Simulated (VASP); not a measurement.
# 2H-MoTe2 monolayer and its bilayer, part 2 of 6

What are the lattice, gap and band positions of 2H-MoTe2 monolayer, and what does a second sheet change?

VASP 6.6.1, plane waves and PAW; the level of theory is named at each step.

So far, gap on the k-mesh (eV): step 2 (relaxing the monolayer) 1.14.

**3. A second relaxation**

Level of this step: optB86b-vdW, no spin polarisation; plane waves and PAW (Mo, Te) (VASP).

The plane waves were chosen for the start cell, so the relaxation is repeated from its end.

The input, INCAR:

```
SYSTEM = Te2Mo
PREC = Normal
ENCUT = 350
EDIFF = 1E-06
NELM = 120
ISMEAR = 0
SIGMA = 0.03
LREAL = .FALSE.
ALGO = Normal
GGA = MK
AGGAC = 0
LUSE_VDW = .TRUE.
PARAM1 = 0.1234
PARAM2 = 1
LASPH = .TRUE.
NBANDS = 15
LORBIT = 11
LWAVE = .FALSE.
LCHARG = .FALSE.
KPAR = 4
IBRION = 2
NSW = 30
ISIF = 3
EDIFFG = -0.015
POTIM = 0.4
IDIPOL = 3
LDIPOL = .TRUE.
DIPOL = 0.5 0.5 0.5
LATTICE_CONSTRAINTS = .TRUE. .TRUE. .FALSE.
```

The input, POSCAR:

```
Te2Mo
1.0
    3.5207101148      0.0000000000      0.0000000000
   -1.7603550574      3.0490243988      0.0000000000
    0.0000000000      0.0000000000     22.0000000000
Mo Te
1 2
Direct
    0.3333333333      0.6666666667      0.5000000000
    0.6666666667      0.3333333333      0.4175887690
    0.6666666667      0.3333333333      0.5824112310
```

The input, KPOINTS:

```
Automatic mesh
0
Gamma
12 12 1
0 0 0
```

Potentials, in the order of the species: Mo and Te (PBE family, release 64).

On the command line:

```sh
$ mpirun -np 4 vasp_std
```

Output:

```text
[banner, memory and clock lines left out]
running    4 mpi-ranks, on    1 nodes
 distrk:  each k-point on    1 cores,    4 groups
 distr:  one band on    1 cores,    1 groups

 POSCAR found type information on POSCAR MoTe
 POSCAR found :  2 types and       3 ions
 [... a notice as in an earlier step ...]

 [... a notice as in an earlier step ...]

 LDA part: xc-table for (Slater+PW92), standard interpolation
 POSCAR, INCAR and KPOINTS ok, starting setup
 FFT: planning ... GRIDC
 FFT: planning ... GRID_SOFT
 FFT: planning ... GRID
 WAVECAR not read
 entering main loop
       N       E                     dE             d eps       ncg     rms          rms(c)
DAV:   1     0.100086592415E+03    0.10009E+03   -0.46788E+03   570   0.630E+02
DAV:   2    -0.362568307804E+01   -0.10371E+03   -0.97037E+02   886   0.135E+02
DAV:   3    -0.123983350811E+02   -0.87727E+01   -0.86726E+01   787   0.470E+01
DAV:   4    -0.126086148490E+02   -0.21028E+00   -0.20991E+00   755   0.912E+00
DAV:   5    -0.126134144196E+02   -0.47996E-02   -0.47993E-02   858   0.129E+00    0.153E+01
DAV:   6    -0.121917863818E+02    0.42163E+00   -0.22795E+00   633   0.926E+00    0.624E+00
DAV:   7    -0.122225475608E+02   -0.30761E-01   -0.26925E+00   668   0.109E+01    0.514E+00
DAV:   8    -0.119199903050E+02    0.30256E+00   -0.51356E-01   668   0.510E+00    0.137E+00
DAV:   9    -0.119169338935E+02    0.30564E-02   -0.11868E-01   745   0.206E+00    0.604E-01
DAV:  10    -0.119133205742E+02    0.36133E-02   -0.76376E-03   752   0.688E-01    0.220E-01
DAV:  11    -0.119122545076E+02    0.10661E-02   -0.11016E-03   745   0.188E-01    0.249E-01
DAV:  12    -0.119118154947E+02    0.43901E-03   -0.72441E-04   689   0.166E-01    0.470E-02
DAV:  13    -0.119109151643E+02    0.90033E-03   -0.44587E-04   689   0.996E-02    0.500E-02
DAV:  14    -0.119107957002E+02    0.11946E-03   -0.33512E-05   710   0.353E-02    0.218E-02
DAV:  15    -0.119105371106E+02    0.25859E-03   -0.37178E-05   668   0.333E-02    0.236E-02
DAV:  16    -0.119105240984E+02    0.13012E-04   -0.13420E-05   577   0.228E-02    0.672E-03
DAV:  17    -0.119105691795E+02   -0.45081E-04   -0.19749E-05   633   0.188E-02    0.411E-03
DAV:  18    -0.119106066615E+02   -0.37482E-04   -0.14482E-05   653   0.114E-02    0.243E-03
DAV:  19    -0.119106082682E+02   -0.16067E-05   -0.22784E-07   609   0.220E-03    0.197E-03
DAV:  20    -0.119106102059E+02   -0.19377E-05   -0.23157E-07   440   0.245E-03    0.536E-04
DAV:  21    -0.119106105610E+02   -0.35505E-06   -0.35320E-08   551   0.841E-04
   1 F= -.11910611E+02 E0= -.11910611E+02  d E =-.119106E+02
 curvature:   0.00 expect dE= 0.000E+00 dE for cont linesearch  0.000E+00
 trial: gam= 0.00000 g(F)=  0.273E-06 g(S)=  0.438E-08 ort = 0.000E+00 (trialstep = 0.100E+01)
 search vector abs. value=  0.277E-06
 reached required accuracy - stopping structural energy minimisation
```

Run time: 54 s. Hardware: 4 MPI ranks of Intel Xeon 6975P-C (Granite Rapids), shared host; peak memory 1.5 GiB.

OUTCAR, selected parts (step 3):

```text
  LATTYP: Found a hexagonal cell.
 ALAT       =     3.5207101148
 C/A-ratio  =     6.2487393971

The static configuration has the point symmetry D_3h.

 Found     19 irreducible k-points:

   ENCUT  =  350.0 eV  25.72 Ry    5.07 a.u.   5.37  5.37 33.56*2*pi/ulx,y,z

   NELECT =      18.0000    total number of electrons

 dipolmoment           0.000000      0.000000      0.000000 electrons x Angstroem

 E-fermi :  -1.1252

 k-point     1 :       0.0000    0.0000    0.0000
  band No.  band energies     occupation
    ...
      5      -2.9246      2.00000
      6      -2.9246      2.00000
      7      -2.1475      2.00000
      8      -2.1475      2.00000
      9      -1.8460      2.00000
     10       1.8592      0.00000
     11       1.8592      0.00000
     12       2.1129      0.00000
     13       2.1129      0.00000
     14       2.4622      0.00000
    ...

 k-point     2 :       0.0833   -0.0000    0.0000
  band No.  band energies     occupation
    ...
      5      -3.1354      2.00000
      6      -2.8438      2.00000
      7      -2.2746      2.00000
      8      -2.0751      2.00000
      9      -1.8482      2.00000
     10       1.4487      0.00000
     11       1.5275      0.00000
     12       1.9038      0.00000
     13       1.9336      0.00000
     14       2.6379      0.00000
    ...

Total vdW correction in eV:      3.8107098

  Total       -0.0004127     -0.0004127     -0.0508165     -0.0000000     -0.0000000      0.0000000
  in kB       -0.0027995     -0.0027995     -0.3447478     -0.0000000     -0.0000000      0.0000000
  external PRESSURE =      -0.1167823 kB  Pullay stress =       0.0000000 kB

  energy-cutoff  :      350.00
  volume of cell :      236.16
      direct lattice vectors                 reciprocal lattice vectors
     3.520710115  0.000000000  0.000000000     0.284033609  0.163986881  0.000000000
    -1.760355057  3.049024399  0.000000000     0.000000000  0.327973761  0.000000000
     0.000000000  0.000000000 22.000000000     0.000000000  0.000000000  0.045454545

 POSITION                                       TOTAL-FORCE (eV/Angst)
 -----------------------------------------------------------------------------------
     -0.00000      2.03268     11.00000        -0.000000      0.000000      0.000000
      1.76036      1.01634      9.18695         0.000000     -0.000000     -0.001880
      1.76036      1.01634     12.81305         0.000000      0.000000      0.001880
 -----------------------------------------------------------------------------------
    total drift:                                0.000003     -0.000002      0.000000

  FREE ENERGIE OF THE ION-ELECTRON SYSTEM (eV)
  ---------------------------------------------------
  free  energy   TOTEN  =       -11.9106105610 eV

  energy  without entropy=      -11.9106105610  energy(sigma->0) =      -11.91061056

Total vdW correction in eV:      3.8107058

 vacuum level on the upper side and lower side of the slab         3.510         3.510

 total charge
# of ion       s       p       d       tot
------------------------------------------
    1        0.354   0.433   4.378   5.166
    2        1.386   1.981   0.060   3.427
    3        1.386   1.981   0.060   3.427
--------------------------------------------------
tot          3.126   4.395   4.497  12.019

[... 4 parts as in an earlier step ...]

[... 7 further parts left out ...]
```

Little changed from the start: no atom moved by 0.005 Å and no cell edge by 0.1 %.

This step gave:

| Quantity | Value |
| --- | --- |
| electronic cycles | 21 |
| Fermi energy | -1.125 eV |

The start already met the threshold, so nothing moved.

**4. Vacuum level and density of states**

A static run writes the electrostatic potential without exchange and correlation (LVHAR), which is flat in the vacuum and gives the level to count from. The dipole correction cancels the field that unlike faces would set up across the vacuum.

The input, INCAR:

```
SYSTEM = Te2Mo
PREC = Normal
ENCUT = 350
EDIFF = 1E-06
NELM = 120
ISMEAR = 0
SIGMA = 0.03
LREAL = .FALSE.
ALGO = Fast
GGA = MK
AGGAC = 0
LUSE_VDW = .TRUE.
PARAM1 = 0.1234
PARAM2 = 1
LASPH = .TRUE.
NBANDS = 15
LORBIT = 11
LWAVE = .FALSE.
LCHARG = .TRUE.
IDIPOL = 3
LDIPOL = .TRUE.
DIPOL = 0.5 0.5 0.5
LVHAR = .TRUE.
LVACPOTAV = .TRUE.
NEDOS = 1500
LELF = .TRUE.
```

POSCAR is that of step 3.

KPOINTS is that of step 3.

The input, KPOINTS_OPT:

```
Line mode
14
Line-mode
Reciprocal
  0.00000000   0.00000000   0.00000000 GAMMA
  0.50000000   0.00000000   0.00000000 M

  0.50000000   0.00000000   0.00000000 M
  0.33333333   0.33333333   0.00000000 K

  0.33333333   0.33333333   0.00000000 K
  0.00000000   0.00000000   0.00000000 GAMMA
```

On the command line:

```sh
$ mpirun -np 4 vasp_std
```

Output:

```text
[banner, memory and clock lines left out]
running    4 mpi-ranks, on    1 nodes
 distrk:  each k-point on    4 cores,    1 groups
 distr:  one band on    1 cores,    4 groups

 POSCAR found type information on POSCAR MoTe
 POSCAR found :  2 types and       3 ions
 [... a notice as in an earlier step ...]

 [... a notice as in an earlier step ...]

 LDA part: xc-table for (Slater+PW92), standard interpolation
|                                                                             |
|           W    W    AA    RRRRR   N    N  II  N    N   GGGG   !!!           |
|           W    W   A  A   R    R  NN   N  II  NN   N  G    G  !!!           |
|           W    W  A    A  R    R  N N  N  II  N N  N  G       !!!           |
|           W WW W  AAAAAA  RRRRR   N  N N  II  N  N N  G  GGG   !            |
|           WW  WW  A    A  R   R   N   NN  II  N   NN  G    G                |
|           W    W  A    A  R    R  N    N  II  N    N   GGGG   !!!           |
|                                                                             |
|     The number of bands has been changed from the values supplied in        |
|     The orbitals not found in the WAVECAR file will be initialized with     |
|     random numbers, which is usually adequate. For correlated               |
|     calculations, however, you should redo the groundstate calculation.     |
|     I found NBANDS = 15. Now, NBANDS = 16.                                  |
|                                                                             |

 POSCAR, INCAR and KPOINTS ok, starting setup
 FFT: planning ... GRIDC
 FFT: planning ... GRID_SOFT
 FFT: planning ... GRID
 WAVECAR not read
 entering main loop
       N       E                     dE             d eps       ncg     rms          rms(c)
DAV:   1     0.983951848093E+02    0.98395E+02   -0.46622E+03   616   0.595E+02
DAV:   2    -0.372771042593E+01   -0.10212E+03   -0.95566E+02   920   0.128E+02
DAV:   3    -0.124100086682E+02   -0.86823E+01   -0.85923E+01   848   0.441E+01
DAV:   4    -0.126101945919E+02   -0.20019E+00   -0.20002E+00   832   0.838E+00
DAV:   5    -0.126134540594E+02   -0.32595E-02   -0.32594E-02   960   0.983E-01    0.153E+01
RMM:   6    -0.121792203351E+02    0.43423E+00   -0.15850E+00   618   0.621E+00    0.642E+00
RMM:   7    -0.121331622268E+02    0.46058E-01   -0.82161E-01   685   0.420E+00    0.479E+00
RMM:   8    -0.119144377386E+02    0.21872E+00   -0.43798E-01   672   0.361E+00    0.576E-01
RMM:   9    -0.119130644465E+02    0.13733E-02   -0.38384E-02   734   0.133E+00    0.255E-01
RMM:  10    -0.119125755453E+02    0.48890E-03   -0.64855E-03   765   0.435E-01    0.185E-01
RMM:  11    -0.119117567620E+02    0.81878E-03   -0.14758E-03   773   0.196E-01    0.478E-02
RMM:  12    -0.119112184281E+02    0.53833E-03   -0.48088E-04   801   0.102E-01    0.269E-02
RMM:  13    -0.119107906964E+02    0.42773E-03   -0.15752E-04   773   0.542E-02    0.933E-03
RMM:  14    -0.119105592239E+02    0.23147E-03   -0.56852E-05   758   0.340E-02    0.938E-03
RMM:  15    -0.119105302820E+02    0.28942E-04   -0.31340E-05   687   0.297E-02    0.262E-03
RMM:  16    -0.119105725248E+02   -0.42243E-04   -0.16011E-05   676   0.168E-02    0.165E-03
RMM:  17    -0.119106042858E+02   -0.31761E-04   -0.11810E-05   680   0.108E-02    0.726E-04
RMM:  18    -0.119106063101E+02   -0.20243E-05   -0.11439E-06   560   0.438E-03    0.909E-04
RMM:  19    -0.119106061741E+02    0.13601E-06   -0.27886E-07   429   0.242E-03
|                                                                             |
|           W    W    AA    RRRRR   N    N  II  N    N   GGGG   !!!           |
|           W    W   A  A   R    R  NN   N  II  NN   N  G    G  !!!           |
|           W    W  A    A  R    R  N N  N  II  N N  N  G       !!!           |
|           W WW W  AAAAAA  RRRRR   N  N N  II  N  N N  G  GGG   !            |
|           WW  WW  A    A  R   R   N   NN  II  N   NN  G    G                |
|           W    W  A    A  R    R  N    N  II  N    N   GGGG   !!!           |
|                                                                             |
|     Did not find any points to average over, which means that no vacuum     |
|     field-free region was found. Please increase the size of  your cell     |
|     in the dimension of the dipole correction to obtain accurate            |
|     workfunction values.                                                    |
|                                                                             |

   1 F= -.11910606E+02 E0= -.11910606E+02  d E =-.250895E-12
 Start KPOINTS_OPT (optional k-point list driver)
k-point batch [1-19\42]
       N       E                     dE             ncg
DAV:   1     0.564235248173E+02   -0.55459E+04      608
DAV:   2    -0.173993031805E+04   -0.17964E+04      928
DAV:   3    -0.189851951694E+04   -0.15859E+03      840
DAV:   4    -0.190231425571E+04   -0.37947E+01      832
DAV:   5    -0.190237350718E+04   -0.59251E-01      888
DAV:   6    -0.190237495584E+04   -0.14487E-02      936
DAV:   7    -0.190237498389E+04   -0.28051E-04      888
DAV:   8    -0.190237498452E+04   -0.63651E-06      688
[...]
k-point batch [39-42\42]
       N       E                     dE             ncg
DAV:   1     0.636304404996E+04   -0.98810E+02      128
DAV:   2     0.604376451648E+04   -0.31928E+03      168
DAV:   3     0.600660935677E+04   -0.37155E+02      176
DAV:   4     0.600545503837E+04   -0.11543E+01      176
DAV:   5     0.600543530142E+04   -0.19737E-01      168
DAV:   6     0.600543475602E+04   -0.54540E-03      168
DAV:   7     0.600543474057E+04   -0.15453E-04      192
DAV:   8     0.600543474017E+04   -0.39728E-06      144
```

Elapsed: 25 s, on 4 MPI ranks; peak memory 0.94 GiB.

Parts of OUTCAR (step 4):

```text
The static configuration has the point symmetry D_3h.

 Found     19 irreducible k-points:

   k-points           NKPTS =     19   k-points in BZ     NKDIM =     19   number of bands    NBANDS=     16

   NELECT =      18.0000    total number of electrons

 E-fermi :  -1.1766

 k-point     1 :       0.0000    0.0000    0.0000
  band No.  band energies     occupation
    ...
      5      -2.9240      2.00000
      6      -2.9240      2.00000
      7      -2.1470      2.00000
      8      -2.1470      2.00000
      9      -1.8456      2.00000
     10       1.8598      0.00000
     11       1.8598      0.00000
     12       2.1134      0.00000
     13       2.1134      0.00000
     14       2.4531      0.00000
    ...

 k-point     2 :       0.0833   -0.0000    0.0000
  band No.  band energies     occupation
    ...
      5      -3.1349      2.00000
      6      -2.8433      2.00000
      7      -2.2740      2.00000
      8      -2.0746      2.00000
      9      -1.8477      2.00000
     10       1.4492      0.00000
     11       1.5279      0.00000
     12       1.9044      0.00000
     13       1.9341      0.00000
     14       2.6283      0.00000
    ...

Total vdW correction in eV:      3.8107019

  Total       -0.0009221     -0.0009221     -0.0526834     -0.0000000      0.0000000      0.0000000
  in kB       -0.0062554     -0.0062554     -0.3574128     -0.0000000      0.0000000      0.0000000
  external PRESSURE =      -0.1233079 kB  Pullay stress =       0.0000000 kB

 POSITION                                       TOTAL-FORCE (eV/Angst)
 -----------------------------------------------------------------------------------
     -0.00000      2.03268     11.00000        -0.000000     -0.000000      0.000000
      1.76036      1.01634      9.18695        -0.000000      0.000000     -0.001735
      1.76036      1.01634     12.81305         0.000000      0.000000      0.001735
 -----------------------------------------------------------------------------------
    total drift:                                0.000003     -0.000001      0.000000

  FREE ENERGIE OF THE ION-ELECTRON SYSTEM (eV)
  ---------------------------------------------------
  free  energy   TOTEN  =       -11.9106061741 eV

  energy  without entropy=      -11.9106061741  energy(sigma->0) =      -11.91060617

Total vdW correction in eV:      3.8107071

 vacuum level on the upper side and lower side of the slab         3.729         3.729

[... 9 parts as in an earlier step ...]

[... 5 further parts left out ...]
```

Numbers from this step:

```yaml
electronic_cycles: 19
fermi_energy: -1.177 eV
least_gap_on_mesh_and_path: 1.138 eV
least_direct_gap_on_mesh_and_path: 1.138 eV
vacuum_levels: 3.729, 3.729 eV
ionisation_potentials_of_the_upper_and_lower_face: 5.042, 5.042 eV
electron_affinities_of_the_upper_and_lower_face: 3.904, 3.904 eV
```

Electronic bands along the path, in eV, zero at the valence-band top; v1 is the highest filled band, c1 the lowest empty one:

| point | v4 | v3 | v2 | v1 | c1 | c2 | c3 | c4 |
| --- | --- | --- | --- | --- | --- | --- | --- | --- |
| Γ | -1.61 | -0.83 | -0.83 | -0.53 | 3.17 | 3.17 | 3.43 | 3.43 |
| 0.46 of the way | -1.56 | -1.07 | -1.05 | -0.75 | 1.55 | 2.18 | 2.32 | 3.52 |
| M | -2.26 | -1.66 | -0.74 | -0.22 | 1.44 | 1.75 | 3.31 | 3.68 |
| 0.46 of the way | -2.63 | -1.92 | -1.63 | -0.18 | 1.43 | 1.99 | 2.52 | 3.64 |
| K | -2.96 | -2.88 | -1.74 | 0.00 | 1.14 | 1.84 | 2.55 | 4.09 |
| 0.46 of the way | -2.58 | -1.60 | -0.89 | -0.51 | 1.24 | 1.80 | 2.01 | 3.44 |
| Γ | -1.61 | -0.83 | -0.83 | -0.53 | 3.17 | 3.17 | 3.43 | 3.43 |

Of the projections kept (Mo, Te), the largest for each band there; the rest of the weight can lie on other orbitals:

| point | v4 | v3 | v2 | v1 | c1 | c2 | c3 | c4 |
| --- | --- | --- | --- | --- | --- | --- | --- | --- |
| Γ | Mo 0.80 | Mo 0.79 | Mo 0.79 | Mo 0.87 | Te 0.74 | Te 0.74 | Te 0.70 | Te 0.70 |
| M | Mo 0.65 | Te 0.58 | Mo 0.75 | Te 0.74 | Mo 0.94 | Mo 0.93 | Mo 0.60 | Mo 0.54 |
| K | Te 0.83 | Te 0.59 | Te 0.51 | Mo 0.89 | Mo 0.94 | Mo 0.78 | Mo 0.84 | Mo 0.67 |
| Γ | Mo 0.80 | Mo 0.79 | Mo 0.79 | Mo 0.87 | Te 0.74 | Te 0.74 | Te 0.70 | Te 0.70 |

Zero at the Fermi level. Table of planar average of the electrostatic potential by height:

height (Å), planar average of the electrostatic potential (eV) and a bar from the least value:
```
        0        4.9 ##############################
        1        4.9 ##############################
        2        4.9 ##############################
        3        4.9 ##############################
        4        4.9 ##############################
        5        4.9 ##############################
        6        4.9 ##############################
        7        4.7 ##############################
        8        2.4 ###########################
        9      -17.3 
       10       -5.4 ################
       11       -6.0 ###############
       12       -5.4 ################
       13      -17.3 
       14        2.4 ###########################
       15        4.7 ##############################
       16        4.9 ##############################
       17        4.9 ##############################
       18        4.9 ##############################
       19        4.9 ##############################
       20        4.9 ##############################
       21        4.9 ##############################
```

Density of states in the PAW spheres, an atom over height of the layer and energy from the Fermi level.

Ten even steps from '0' (0.00 states/eV) to '9' (1.86 states/eV), each cell a mean:
```
000
000
171
292
262
383
141
252
242
242
343
010
131
232
111
000
000
000
000
000
000
000
```
Columns: height of the layer (Å) from 9.2 to 12.8; rows upwards: energy from the Fermi level (eV) from -7.9 to 0.5.

ELF in the ca plane at fractional y = 0.333, with atoms of Te within 0.2 Å of it. It is the smooth field of the valence electrons, not physical close to the nuclei.

Ten even steps from '0' (0.00) to '9' (0.93), each cell a mean:
```
00000000000002478998887522478889987521000000
00000000000024789998777532578789999752000000
00000000000125799997567522577569999863111000
00000000001125799997677532577679999853110000
00000000001113589998887522578889998642100000
00000000000001246788776322357788764210000000
00000000000000001234443111124443211000000000
00000000000000000122332111123332100000000000
00000000000000123566664222246666542100000000
```
Columns run along c (16.0 Å, from fractional 0.10 to 0.82 of the cell), rows up along a (3.5 Å). Atoms in or near the plane, at fractional coordinates: Te at (0.42, 0.67), Te at (0.58, 0.67).

(Continued in part 3 of 6.)

[Lines on the potential files, build, host, timing and source positions are cut from VASP's logs without a mark.]

[Logs are printed without paths, hosts, clocks, repeated set-up lines and the standing remarks that a program may print on its own settings, such as how far it seeks lower states.]

[Hosts, paths, dates, database ids (printed as entryN), source tags and the programs' standing remarks are cut or masked in the printed files.]

[Runs that stopped without an error message from VASP are left out.]
